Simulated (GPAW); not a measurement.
# GaAs (F-43m) in GPAW: single point with PBE

Aim: the single point of GaAs with PBE.

Everything below comes from runs of GPAW 26.7.0. Logs are shortened: lines on timing, memory, paths and dates and some standing lists are left out, and cuts for length are marked. The log counts tension as positive stress, the text compression.

## (1) The undisturbed crystal

The structure is cubic, space group F-43m (No. 216). Conventional cell: a = 5.654 Å, b = 5.654 Å, c = 5.654 Å, α = 90.00°, β = 90.00°, γ = 90.00°. As (site symmetry -43m) is surrounded by 4 Ga at 2.45 Å. Ga (site symmetry -43m) is surrounded by 4 As at 2.45 Å.

## (2) Single point, PBE (strain = -0.01)

Contents of run.py:

```python
from ase import Atoms
from ase.dft.bandgap import bandgap
from ase.io import write
from ase.units import GPa
from gpaw import GPAW, PW

atoms = Atoms(['As', 'Ga'],
              cell=[[0.0, 2.82685, 2.82685],
                    [2.7985815, 0.0, 2.82685],
                    [2.7985815, 2.82685, 0.0]],
              scaled_positions=[[0.75, 0.75, 0.75],
                                [0.0, 0.0, 0.0]],
              pbc=True)

calc = GPAW(mode=PW(600),
            xc='PBE',
            kpts={'size': (8, 8, 8), 'gamma': True},
            occupations={'name': 'fermi-dirac', 'width': 0.05},
            nbands=11,
            convergence={'density': 1e-05, 'energy': 1e-05},
            maxiter=150,
            txt='gpaw.txt')
atoms.calc = calc
energy = atoms.get_potential_energy()
forces = atoms.get_forces()
stress = atoms.get_stress()
calc.write('gs.gpw')
write('result.traj', atoms)
print(f'Energy: {energy:.6f} eV')
print('Forces (eV/A):')
print(forces.round(4))
print('Stress (GPa):', (stress / GPa).round(3))
print('Fermi level:', round(calc.get_fermi_level(), 4), 'eV')
print(f'Gap: {bandgap(calc)[0]:.4f} eV, direct: {bandgap(calc, direct=True)[0]:.4f} eV')
```

Potentials or basis: GPAW PAW data sets (gpaw-data 1.2.1), pw.

Command:

```sh
> OMP_NUM_THREADS=1 python run.py
```

gpaw.txt:

```text
__  _  _
 | _ |_)|_||  |
 |__||  | ||/\| - 26.7.0

Input parameters:
  mode=PW(ecut=600.0),
  convergence={'density': 1e-05, 'energy': 1e-05},
  kpts=MonkhorstPack(size=(8, 8, 8), gamma=True),
  maxiter=150,
  nbands=11,
  occupations=Occupations(name='fermi-dirac', width=0.05),
  xc=XC(name='PBE')

Diagonalizing LCAO Hamiltonian
Converting LCAO to pw mode

                    As

       Ga

Atoms  # Å, Bohr magnetons
|   | symbol |        x |        y |        z |    initial magnetic moments |
|---|--------|----------|----------|----------|-----------------------------|
| 0 |     As | 4.197872 | 4.240275 | 4.240275 | ( 0.0000,  0.0000,  0.0000) |
| 1 |     Ga | 0.000000 | 0.000000 | 0.000000 | ( 0.0000,  0.0000,  0.0000) |

Unit cell  # Å
| periodic |        x |        y |        z |  lengths |    angles |
|----------|----------|----------|----------|----------|-----------|
|      yes | 0.000000 | 2.826850 | 2.826850 | 3.997770 | 60.331898 |
|      yes | 2.798582 | 0.000000 | 2.826850 | 3.977831 | 59.834051 |
|      yes | 2.798582 | 2.826850 | 0.000000 | 3.977831 | 59.834051 |

Number of symmetries: 8
Symmetry operations  # r_c * U_cc + t_c -> r_c
|   | kind |            matrix            |
|---|------|------------------------------|
| 0 |  E   |  1, 0, 0,  0, 1, 0,  0, 0, 1 |
| 1 |  σ   |  1, 0, 0,  0, 0, 1,  0, 1, 0 |
| 2 |  C2  |  0, 1,-1,  1, 0,-1,  0, 0,-1 |
| 3 |  S4  |  0, 1,-1,  0, 0,-1,  1, 0,-1 |
| 4 |  S4  |  0,-1, 1,  1,-1, 0,  0,-1, 0 |
| 5 |  C2  |  0,-1, 1,  0,-1, 0,  1,-1, 0 |
| 6 |  σ   | -1, 0, 0, -1, 1, 0, -1, 0, 1 |
| 7 |  C2  | -1, 0, 0, -1, 0, 1, -1, 1, 0 |

BZ-sampling:
  Number of BZ points: 512
  Number of IBZ points: 59

  Monkhorst-Pack size: [8, 8, 8]
  Monkhorst-Pack shift: [0.0625, 0.0625, 0.0625]

K-points  # in reciprocal-cell coordinates
|     |                                coordinates |     weight |
|-----|--------------------------------------------|------------|
|   0 | (  0.00000000,   0.00000000,   0.00000000) | 0.00195312 |
|   1 | (  0.00000000,   0.12500000,   0.12500000) | 0.00390625 |
|   2 | (  0.00000000,   0.25000000,   0.25000000) | 0.00390625 |
|   3 | (  0.00000000,   0.37500000,   0.37500000) | 0.00390625 |
|   4 | (  0.00000000,   0.50000000,   0.50000000) | 0.00195312 |
|   5 | (  0.12500000,   0.12500000,   0.00000000) | 0.00781250 |
|   6 | (  0.12500000,   0.12500000,   0.12500000) | 0.01562500 |
|   7 | (  0.12500000,   0.25000000,   0.12500000) | 0.01562500 |
|   8 | (  0.12500000,   0.25000000,   0.25000000) | 0.01562500 |
|   9 | (  0.12500000,   0.37500000,   0.25000000) | 0.01562500 |
| ... |                                            |            |
|  58 | (  0.50000000,   0.50000000,   0.50000000) | 0.00781250 |

Plane wave coefficients: 1511
Cutoff: 600.0 eV

Spin-components: 1 (collinear spins)
Bands:           11
Projectors:      10
Spin-degeneracy: 2
Datatype:        complex128

Parallelization:
  kpt:    1
  domain: 1
  band:   1

Density:
  Valence electrons: 8.0
  Components: 1
  Grid points: [24 24 24]
  Charge: 0.0  # |e|

Potential:
  Grid points: [24 24 24]

species:
  As:
    name:    Arsenic
    Z:       33.0
    valence: 5
    core:    28
    charge:  0.0  # [|e|]
    compensation charges:
      type: gauss
      rc: 0.33  # [Å]
      lmax: 2
    cutoffs:
      filter: 1.87  # [Å]
      core: 2.96  # [Å]
    projectors
    | kind |    occ | energy [eV] | rcut [Å] |
    |------|--------|-------------|----------|
    |   4s |  2.000 |     -14.487 |    1.058 |
    |   4p |  3.000 |      -5.196 |    1.058 |
    |    s |        |      12.725 |    1.058 |
    |    p |        |      22.016 |    1.058 |
    |    d |        |       0.000 |    1.058 |

    Using partial waves for As as LCAO basis

  Ga:
    name:    Gallium
    Z:       31.0
    valence: 3
    core:    28
    charge:  0.0  # [|e|]
    compensation charges:
      type: gauss
      rc: 0.37  # [Å]
      lmax: 2
    cutoffs:
      filter: 2.06  # [Å]
      core: 4.17  # [Å]
    projectors
    | kind |    occ | energy [eV] | rcut [Å] |
    |------|--------|-------------|----------|
    |   4s |  2.000 |      -8.945 |    1.164 |
    |   4p |  1.000 |      -2.580 |    1.164 |
    |    s |        |      18.266 |    1.164 |
    |    p |        |      24.631 |    1.164 |
    |    d |        |       0.000 |    1.164 |

    Using partial waves for Ga as LCAO basis

Reference energy: -114387.645129  # eV

eigensolver:
  PPCG
  Converge bands: occupied
  niter=2

density mixing:
  MSR1-Mixer
  Pratt-step length: 0.05
  Maximum mixing coefficient: 0.75
  Old densities: 10
  SVD Regularization: 0.005
  Good broyden scale: 1.0
  Trust region scale: 1.0
  Backstep threshold: 4.0
  History deletion threshold: 6.0
  Fourier metric: weight=20.0, sigma=0.015

occupation numbers:
  Fermi-Dirac:
    width: 0.0500  # eV

poisson solver:
  ecut: 4800.0  # eV

xc functional:
  name: PBE with 2 nearest neighbor stencil

convergence criteria:
- Maximum integral of absolute [dens]ity change: 1e-05 electrons / valence electron
- Maximum [total energy] change in last 3 cyles: 1e-05 eV / valence electron
- Maximum integral of absolute [eigenst]ate change: 4e-08 eV^2 / valence electron
maximum number of iterations: 150

SCF iterations
|iter     | |      energy | eigst |  dens |
|---------|-|-------------|-------|-------|
|iter:   1| |   -8.304183 | -0.64 |       |
|iter:   2| |   -8.286792 | -3.03 | -0.89 |
|iter:   3| |   -8.213175 | -2.21 | -0.92 |
|iter:   4| |   -8.215006 | -3.78 | -1.52 |
|iter:   5| |   -8.215279 | -4.70 | -2.05 |
|iter:   6| |   -8.215296 | -6.02 | -2.80 |
|iter:   7| |   -8.215297c| -7.48c| -3.54 |
|iter:   8| |   -8.215297c| -8.54c| -4.09 |
|iter:   9| |   -8.215297c| -9.27c| -5.41c|

Converged in 9 steps
Energy contributions relative to reference atoms: (reference = -114387.645129)

Energy contributions:
  Kinetic:          28.337656
  Coulomb:         -25.007714
  Zero:              0.019840
  External:          0.000000
  Xc:              -11.565074
  Entropy:          -0.000008
  Spinorbit:         0.000000
  ----------------------------
  Free energy:      -8.215301
  Extrapolated:     -8.215297

dipole moment: (-10.829674, -10.939065, -10.939065)  # |e|*Ang

Fermi level: 5.391
Eigenvalues  # (at kpt = [0.000, 0.000, 0.000])
| band index |      eig [eV] | occ [0-2] |
|------------|---------------|-----------|
|          0 |        -7.742 |     2.000 |
|          1 |         5.007 |     1.999 |
|          2 |         5.007 |     1.999 |
|          3 |         5.065 |     1.997 |
|          4 |         5.690 |     0.005 |
|          5 |         8.786 |     0.000 |
|          6 |         8.813 |     0.000 |
|          7 |         8.813 |     0.000 |
|          8 |        12.716 |     0.000 |
|          9 |        15.044 |     0.000 |
|         10 |        15.230 |     0.000 |

Gap: 0.625 eV
Transition (v -> c):
  (s=0, k=0, n=3, [0.00, 0.00, 0.00]) -> (s=0, k=0, n=4, [0.00, 0.00, 0.00])
No difference between direct/indirect transitions

Forces  # eV/Ang
|       x |       y |       z |
|---------|---------|---------|
| 0.00000 | 0.00000 | 0.00000 |  # As   0
| 0.00000 | 0.00000 | 0.00000 |  # Ga   1

Stress tensor  # eV/Ang^3
|         x |         y |         z |
|-----------|-----------|-----------|
| -0.034691 |  0.000000 | -0.000000 |
|  0.000000 | -0.031178 |  0.000000 |
| -0.000000 |  0.000000 | -0.031178 |

# Writing to gs.gpw (mode='')
```

Run time: 20 s. Hardware: 1 thread of Arm Neoverse V1, shared host; peak memory 0.19 GiB.

Results:

```
Free energy            : -8.2153 eV
Pressure               : 5.2 GPa
Band gap on the k mesh : 0.63 eV, direct
```

Caveat: the density grid can change from cell to cell, which puts small steps into energies and stress.
